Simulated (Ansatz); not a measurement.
# Ti under changes of volume

One of the cells (17.636 Å³/atom); the others are scaled copies at fixed shape and fractional positions:

```
CELL_PARAMETERS angstrom
2.95000 0.00000 0.00000
-1.47500 2.55477 0.00000
0.00000 0.00000 4.68000
ATOMIC_POSITIONS crystal
Ti 0.66667 0.33333 0.75000
Ti 0.33333 0.66667 0.25000
```

| Item | Value |
| --- | --- |
| Program | Ansatz 0.2.0 |
| Functional | PBE |
| Potentials or basis | Ansatz PAW |
| Cutoff | 420 eV (not typed: the program's choice for these potentials) |
| k mesh | 10 × 10 × 6 |
| Occupations | fermi-dirac, width 0.05 eV |
| Spin | no spin polarisation |

| volume (Å³/atom) | energy over the lowest point (meV/atom) | pressure (GPa) |
| --- | --- | --- |
| 16.577 | 14.15 | 5.9 |
| 16.930 | 4.28 | 3.2 |
| 17.283 | 0.00 | 0.8 |
| 17.636 | ? | ? |
| 17.988 | 6.33 | -3.5 |
| 18.341 | 16.11 | -5.3 |
| 18.694 | 29.79 | -7.0 |

Q: What does the run at 17.636 Å³/atom give?

A: Energy over the lowest point 0.83 meV/atom; pressure -1.5 GPa.

Worked out: A Birch-Murnaghan fit of order 3 (a polynomial in V^(-2/3)) to the other rows has its minimum at 17.40 Å³/atom with B0 = V·E''(V) = 111 GPa and B' = 3.4 at fixed shape and positions, which overstates the stiffness. It gives 0.84 meV/atom at 17.636 Å³/atom, against the run's 0.83, and -dE/dV = -1.5 GPa, against -1.5.

Energies are extrapolated to zero smearing.
